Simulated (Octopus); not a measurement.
C:

```xyz
2
Lattice="0.0000 1.7834 1.7834 1.7834 0.0000 1.7834 1.7834 1.7834 0.0000" Properties=species:S:1:pos:R:3 pbc="T T T"
C     2.6751    2.6751    2.6751
C     1.7834    1.7834    1.7834
```

This isn't the form of C at room conditions, which is graphite.

Base run:

| Quantity | Value |
| --- | --- |
| Program | Octopus 16.4 |
| Functional | PBE |
| Potentials or basis | pseudodojo_pbe (PseudoDojo 0.5, PBE) |
| Grid spacing | 0.133 Å |
| k mesh | 13 × 13 × 13 |
| Occupations | fermi-dirac, width 0.05 eV |
| Spin | no spin polarisation |

Its results: band gap on the k mesh 4.20 eV, indirect (least direct gap 5.62 eV).

Problem. The run is repeated on the same cell with these changes: functional from PBE to PBEsol; potentials or basis from pseudodojo_pbe (PseudoDojo 0.5, PBE) to pseudodojo_pbesol (PseudoDojo 0.4, PBEsol). What comes out?

Solution. Band gap on the k mesh 4.05 eV, indirect (least direct gap 5.56 eV).

Caveats: an odd mesh through Γ misses points on the zone boundary, where band edges often lie.

Not every run made on this cell is shown here.
